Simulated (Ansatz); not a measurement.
# SrTe: the cost of one run

Method: DFT PBEsol, scalar-relativistic, plane waves, PAW, in Ansatz 0.2.0.

1 further run of the same task is left out (it didn't finish).

## (1) The structure to begin with

The structure is cubic, space group Fm-3m (No. 225). Conventional cell: a = 6.470 Å, b = 6.470 Å, c = 6.470 Å, α = 90.00°, β = 90.00°, γ = 90.00°. Sr (site symmetry m-3m) has 6 Te at 3.23 to 3.24 Å as nearest neighbours. Te (site symmetry m-3m) is surrounded by 6 Sr at 3.23 to 3.24 Å.

Coordinates:

```
Sr Te
1.0
     4.57498    0.00000    0.00000
    -2.28749    3.96205    0.00000
     0.00000    0.00000   11.20637
Sr Te
3 3
Direct
  0.00000 0.00000 0.00000
  0.33333 0.66667 0.33333
  0.66667 0.33333 0.66667
  0.66667 0.33333 0.16667
  0.00000 0.00000 0.50000
  0.33333 0.66667 0.83333
```

The cell was made up by rule, so the compound may not exist in this form.

(A quick probe on a coarse mesh, which set the mesh and smearing, is not shown.)

## (3) Relaxing cell and atoms

Contents of input.yaml:

```yaml
crystal:
  lattice:
    - [4.574981, 0.0, 0.0]
    - [-2.28749, 3.96205, 0.0]
    - [0.0, 0.0, 11.206369]
  atoms:
    - { symbol: Sr, position: [0.0, 0.0, 0.0] }
    - { symbol: Te, position: [0.66666667, 0.33333333, 0.16666667] }
    - { symbol: Sr, position: [0.33333333, 0.66666667, 0.33333333] }
    - { symbol: Te, position: [0.0, 0.0, 0.5] }
    - { symbol: Sr, position: [0.66666667, 0.33333333, 0.66666667] }
    - { symbol: Te, position: [0.33333333, 0.66666667, 0.83333333] }
basis:
  ecutwfc: 420
kpoints:
  mp_grid: { grid: [6, 6, 4] }
hamiltonian:
  xc: pbesol
scf:
  occupations: { method: gaussian, width: 0.02 }
output:
  forces: true
  stress: true
  eigenvalues: true
relax:
  adjacent_minimum: "off"
  f_tol: 0.005
  max_steps: 80
  cell: { stress_tol: 0.05 }
```

On the command line:

```bash
$ ansatz run input.yaml --threads 1 --pin off --max-ram 2560MiB --backend cpu --events-out ev --progress --plain --runs-dir out
```

What time and memory should one allow on 1 thread of AMD EPYC 9R45 (Zen 5), shared host?

About 17 s, with a peak of 0.6 GiB.
